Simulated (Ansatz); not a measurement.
# MoH2: the cost of one run

Computed with Ansatz 0.2.0 (DFT PBEsol, scalar-relativistic, plane waves, PAW, unless a step's input says otherwise).

2 further runs of the same task are left out: 2 set aside as unsound or not needed. Runs told in other sessions of the task aren't counted.

### 1 The structure to begin with

Symmetry: Fm-3m, No. 225, cubic system. Conventional cell: a = 4.164 Å, b = 4.164 Å, c = 4.164 Å, α = 90.00°, β = 90.00°, γ = 90.00°. V (site symmetry m-3m) has 8 H at 1.80 Å in its first shell of neighbours. H (site symmetry -43m) has 4 V at 1.80 Å in its first shell of neighbours.

Coordinates:

```
CELL_PARAMETERS angstrom
0.00000 2.08209 2.08209
2.08209 0.00000 2.08209
2.08209 2.08209 0.00000
ATOMIC_POSITIONS crystal
V 0.00000 0.00000 0.00000
H 0.25000 0.25000 0.25000
H 0.75000 0.75000 0.75000
```

It is the result of an earlier relaxation at this level (volume 6.02 Å³/atom; gap on the mesh: none (metal)).

### 2 V → Mo: the starting cell

The start of MoH2: fractional positions of relaxed VH2, cell scaled by 1.003, a guess from tabulated radii.

### 3 A first look at the start (MoH2)

input.yaml reads:

```yaml
crystal:
  lattice:
    - [0.0, 2.0878299491, 2.0878299491]
    - [2.0878299491, 0.0, 2.0878299491]
    - [2.0878299491, 2.0878299491, 0.0]
  atoms:
    - { symbol: Mo, position: [0.0, 0.0, 0.0] }
    - { symbol: H, position: [0.25, 0.25, 0.25] }
    - { symbol: H, position: [0.75, 0.75, 0.75] }
basis:
  ecutwfc: 420
kpoints:
  mp_grid: { grid: [8, 8, 8] }
hamiltonian:
  xc: pbesol
scf:
  occupations: { method: gaussian, width: 0.1 }
output:
  forces: true
  stress: true
  eigenvalues: true
```

Launch:

```
$ ansatz run input.yaml --threads 1 --pin off --max-ram 2560MiB --backend cpu --events-out ev --progress --plain --runs-dir out
```

Q: Estimate wall time and peak memory on 1 thread of Arm Neoverse V1, shared host.

About 1.2 s, with a peak of 0.25 GiB.
